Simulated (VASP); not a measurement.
Input and output of a VASP PBE single-point calculation on BP (strained zincblende)

INCAR

```
NSW = 0
LCHARG = .FALSE.
NELM = 120
EDIFF = 1E-7
PREC = Accurate
GGA = PE
ISIF = 2
LASPH = .TRUE.
ISMEAR = -1
ENCUT = 520
LREAL = .FALSE.
IBRION = -1
NBANDS = 11
SIGMA = 0.02
LWAVE = .FALSE.
```

KPOINTS

```
KPOINTS created by Atomic Simulation Environment
0
Gamma
10 10 10
0 0 0
```

KPOINTS_OPT

```
special points
7
Reciprocal
0.0000000000 0.0000000000 0.0000000000 1
-0.5000000000 -0.5000000000 0.0000000000 1
-0.3750000000 -0.3750000000 0.2500000000 1
-0.3750000000 0.0000000000 0.3750000000 1
0.0000000000 0.0000000000 0.5000000000 1
-0.5000000000 -0.2500000000 0.2500000000 1
0.0000000000 0.4000000000 0.4000000000 1
```

POSCAR

```
B  P
 1.0000000000000000
     0.0000000000000000    2.2118346121000001    2.2683156724000000
     2.2118346121000001    0.0000000000000000    2.2683156724000000
     2.2118346121000001    2.2118346121000001    0.0000000000000000
 B   P
   1   1
Cartesian
  0.0000000000000000  0.0000000000000000  0.0000000000000000
  1.1059173060500000  1.1059173060500000  1.1341578362000000
```

VASP ran with the recommended PBE PAW datasets (8 valence electrons in the cell).

Command

```
mpirun -np 1 vasp_std
```

OSZICAR

```
N       E                     dE             d eps       ncg     rms          rms(c)
DAV:   1     0.888857809004E+01    0.88886E+01   -0.40281E+03  2252   0.658E+02
DAV:   2    -0.131368150546E+02   -0.22025E+02   -0.21010E+02  3007   0.110E+02
DAV:   3    -0.137009480253E+02   -0.56413E+00   -0.56253E+00  2874   0.153E+01
DAV:   4    -0.137030032314E+02   -0.20552E-02   -0.20550E-02  2597   0.107E+00
DAV:   5    -0.137030129476E+02   -0.97162E-05   -0.97160E-05  2810   0.732E-02    0.776E+00
DAV:   6    -0.129974268535E+02    0.70559E+00   -0.15355E+00  2553   0.552E+00    0.417E+00
DAV:   7    -0.128900766152E+02    0.10735E+00   -0.28636E-01  2804   0.266E+00    0.140E+00
DAV:   8    -0.128817269857E+02    0.83496E-02   -0.28607E-02  2626   0.985E-01    0.209E-01
DAV:   9    -0.128820418864E+02   -0.31490E-03   -0.70782E-04  2648   0.184E-01    0.140E-01
DAV:  10    -0.128822314782E+02   -0.18959E-03   -0.23805E-04  2545   0.976E-02    0.297E-02
DAV:  11    -0.128822418574E+02   -0.10379E-04   -0.11439E-05  2861   0.224E-02    0.373E-02
DAV:  12    -0.128822427299E+02   -0.87248E-06   -0.46118E-06  2529   0.106E-02    0.171E-02
DAV:  13    -0.128822426024E+02    0.12754E-06   -0.13666E-07  2124   0.237E-03    0.723E-03
DAV:  14    -0.128822426587E+02   -0.56351E-07   -0.52266E-08  1308   0.126E-03
   1 F= -.12882243E+02 E0= -.12882243E+02  d E =-.102085E-11
       N       E                     dE             ncg
DAV:   1     0.142832323625E+04   -0.19443E+04      154
DAV:   2     0.127013716687E+04   -0.15819E+03      194
DAV:   3     0.126633664701E+04   -0.38005E+01      198
DAV:   4     0.126632199286E+04   -0.14654E-01      197
DAV:   5     0.126632193030E+04   -0.62564E-04      187
DAV:   6     0.126632192983E+04   -0.46814E-06      200
DAV:   7     0.126632192983E+04   -0.35302E-08      195
```

From OUTCAR

```
k-points           NKPTS =    102   k-points in BZ     NKDIM =    102   number of bands    NBANDS=     11

   NELECT =       8.0000    total number of electrons

   dimension x,y,z NGX =    24 NGY =   24 NGZ =   24
   dimension x,y,z NGXF=    48 NGYF=   48 NGZF=   48

  energy-cutoff  :      520.00
  volume of cell :       22.19
      direct lattice vectors                 reciprocal lattice vectors
     0.000000000  2.211834612  2.268315672    -0.226056685  0.226056685  0.220427873
     2.211834612  0.000000000  2.268315672     0.226056685 -0.226056685  0.220427873
     2.211834612  2.211834612  0.000000000     0.226056685  0.226056685 -0.220427873

 k-points in reciprocal lattice and weights: KPOINTS created by Atomic Simulation Env
   0.00000000  0.00000000  0.00000000       0.001
   0.10000000  0.00000000  0.00000000       0.008
   0.20000000  0.00000000  0.00000000       0.008
   0.30000000  0.00000000  0.00000000       0.008
   0.40000000  0.00000000  0.00000000       0.008
   0.50000000  0.00000000  0.00000000       0.004
   0.10000000  0.10000000  0.00000000       0.002
   0.20000000  0.10000000  0.00000000       0.008
   ...

 E-fermi :   8.5649

 k-point     1 :       0.0000    0.0000    0.0000
  band No.  band energies     occupation
      1      -7.8743      2.00000
      2       7.8780      2.00000
      3       8.1392      2.00000
      4       8.1392      2.00000
      5      11.4910      0.00000
      6      11.4910      0.00000
      7      11.6292      0.00000
      8      16.2081      0.00000
      9      19.9084      0.00000
     10      19.9847      0.00000
     11      20.6788      0.00000

 k-point     2 :       0.1000    0.0000    0.0000
  band No.  band energies     occupation
      1      -7.6863      2.00000
      2       6.7038      2.00000
      3       7.6573      2.00000
      4       7.8408      2.00000
      5      11.9007      0.00000
      6      11.9243      0.00000
      7      12.1215      0.00000
      8      16.6740      0.00000
      9      19.3082      0.00000
     10      19.9004      0.00000
     11      20.5250      0.00000

 k-point     3 :       0.2000    0.0000    0.0000
  band No.  band energies     occupation
      1      -7.1289      2.00000
      2       4.2938      2.00000
      3       7.0453      2.00000
      4       7.2840      2.00000
      5      12.2324      0.00000
      6      12.7031      0.00000
      7      12.7647      0.00000
      8      17.6890      0.00000
      9      18.8201      0.00000
     10      19.1590      0.00000
     11      21.4242      0.00000

 k-point     4 :       0.3000    0.0000    0.0000
  band No.  band energies     occupation
      1      -6.2302      2.00000
      2       1.8458      2.00000
      3       6.5133      2.00000
      4       6.8052      2.00000
      5      12.1814      0.00000
      6      13.0016      0.00000
      7      13.0810      0.00000
      8      18.3844      0.00000
      9      19.6069      0.00000
     10      19.6379      0.00000
     11      21.7886      0.00000

 k-point     5 :       0.4000    0.0000    0.0000
  band No.  band energies     occupation
      1      -5.0984      2.00000
      2      -0.2708      2.00000
      3       6.1748      2.00000
      4       6.5061      2.00000
      5      12.0593      0.00000
      6      12.8861      0.00000
      7      13.0150      0.00000
      8      18.4323      0.00000
      9      21.3177      0.00000
     10      21.4870      0.00000
     11      22.7624      0.00000

 k-point     6 :       0.5000    0.0000    0.0000
  band No.  band energies     occupation
      1      -4.3488      2.00000
      2      -1.3557      2.00000
      3       6.0601      2.00000
      4       6.4060      2.00000
      5      12.0034      0.00000
      6      12.8065      0.00000
      7      12.9341      0.00000
      8      18.3637      0.00000
      9      22.8538      0.00000
     10      22.9990      0.00000
     11      23.5843      0.00000

 k-point     7 :       0.1000    0.1000    0.0000
  band No.  band energies     occupation
      1      -7.6318      2.00000
      2       7.1049      2.00000
      3       7.2604      2.00000
      4       7.2604      2.00000
      5      11.1983      0.00000
      6      12.6607      0.00000
      7      12.6607      0.00000
      8      16.4220      0.00000
      9      18.3945      0.00000
     10      20.7055      0.00000
     11      20.9380      0.00000

 k-point     8 :       0.2000    0.1000    0.0000
  band No.  band energies     occupation
      1      -7.2051      2.00000
      2       5.1491      2.00000
      3       6.6216      2.00000
      4       6.9234      2.00000
      5      11.3925      0.00000
      6      13.3251      0.00000
      7      13.6220      0.00000
      8      15.9345      0.00000
      9      18.8333      0.00000
     10      20.6524      0.00000
     11      21.7672      0.00000

 k-point     9 :       0.3000    0.1000    0.0000
  band No.  band energies     occupation
      1      -6.4243      2.00000
      2       2.7598      2.00000
      3       6.1670      2.00000
      4       6.2733      2.00000
      5      11.8828      0.00000
      6      13.4192      0.00000
      7      14.1450      0.00000
      8      16.1315      0.00000
      9      19.9359      0.00000
     10      20.8096      0.00000
     11      22.2913      0.00000

 k-point    10 :       0.4000    0.1000    0.0000
  band No.  band energies     occupation
      1      -5.3542      2.00000
      2       0.5314      2.00000
      3       5.6523      2.00000
      4       5.9693      2.00000
      5      12.0158      0.00000
      6      13.3026      0.00000
      7      14.0105      0.00000
      8      17.4411      0.00000
      9      20.4958      0.00000
     10      22.1150      0.00000
     11      22.9747      0.00000

 k-point    11 :       0.5000    0.1000    0.0000
  band No.  band energies     occupation
      1      -4.3223      2.00000
      2      -1.0540      2.00000
      3       5.2087      2.00000
      4       6.0360      2.00000
      5      12.1201      0.00000
      6      13.2172      0.00000
      7      13.6506      0.00000
      8      18.6014      0.00000
      9      21.2049      0.00000
     10      22.8774      0.00000
     11      23.7362      0.00000

 k-point    12 :      -0.4000    0.1000    0.0000
  band No.  band energies     occupation
      1      -4.5655      2.00000
      2      -0.7098      2.00000
      3       5.0064      2.00000
      4       6.3427      2.00000
      5      12.3851      0.00000
      6      13.2590      0.00000
      7      13.3782      0.00000
      8      18.6380      0.00000
      9      20.7993      0.00000
     10      21.6957      0.00000
     11      24.0321      0.00000

 k-point    13 :      -0.3000    0.1000    0.0000
  band No.  band energies     occupation
      1      -5.6872      2.00000
      2       1.1617      2.00000
      3       5.0794      2.00000
      4       6.8394      2.00000
      5      12.6720      0.00000
      6      13.1556      0.00000
      7      13.4713      0.00000
      8      17.8626      0.00000
      9      18.8421      0.00000
     10      21.3574      0.00000
     11      23.4835      0.00000

 k-point    14 :      -0.2000    0.1000    0.0000
  band No.  band energies     occupation
      1      -6.6857      2.00000
      2       3.4885      2.00000
      3       5.4434      2.00000
      4       7.4334      2.00000
      5      12.6654      0.00000
      6      12.7257      0.00000
      7      13.5650      0.00000
      8      17.0278      0.00000
      9      18.0379      0.00000
     10      21.1286      0.00000
     11      22.3100      0.00000

 k-point    15 :      -0.1000    0.1000    0.0000
  band No.  band energies     occupation
      1      -7.3668      2.00000
      2       5.7403      2.00000
      3       6.2003      2.00000
      4       7.9035      2.00000
      5      11.9920      0.00000
      6      12.3192      0.00000
      7      13.0770      0.00000
      8      16.8491      0.00000
      9      18.5711      0.00000
     10      20.2192      0.00000
     11      21.3739      0.00000

 k-point    16 :       0.2000    0.2000    0.0000
  band No.  band energies     occupation
      1      -6.9110      2.00000
      2       5.2574      2.00000
      3       5.9177      2.00000
      4       5.9177      2.00000
      5      10.4009      0.00000
      6      14.2292      0.00000
      7      14.8447      0.00000
      8      14.8447      0.00000
      9      19.5665      0.00000
     10      21.7029      0.00000
     11      22.6688      0.00000

 ...

  Total        1.7544001      1.7544001      0.7449906      0.0000000      0.0000000      0.0000000
  in kB      126.6486108    126.6486108     53.7802215      0.0000000      0.0000000      0.0000000
  external PRESSURE =     102.3591477 kB  Pullay stress =       0.0000000 kB

 POSITION                                       TOTAL-FORCE (eV/Angst)
 -----------------------------------------------------------------------------------
      0.00000      0.00000      0.00000         0.000000      0.000000      0.000000
      1.10592      1.10592      1.13416        -0.000000     -0.000000     -0.000000
 -----------------------------------------------------------------------------------
    total drift:                               -0.000000     -0.000000      0.000000

  FREE ENERGIE OF THE ION-ELECTRON SYSTEM (eV)
  ---------------------------------------------------
  free  energy   TOTEN  =       -12.8822426587 eV

  energy  without entropy=      -12.8822426587  energy(sigma->0) =      -12.88224266
```

```json
{"gap between bands v and c": "0.97 eV", "least direct gap": "3.35 eV", "pressure": "10.2 GPa"}
```

Band v is the last that the valence electrons fill when counted band by band, and c is the next.

The run took about 7.3 s on one core of a shared host (Intel Xeon 6975P-C) and held 0.15 GiB at most.
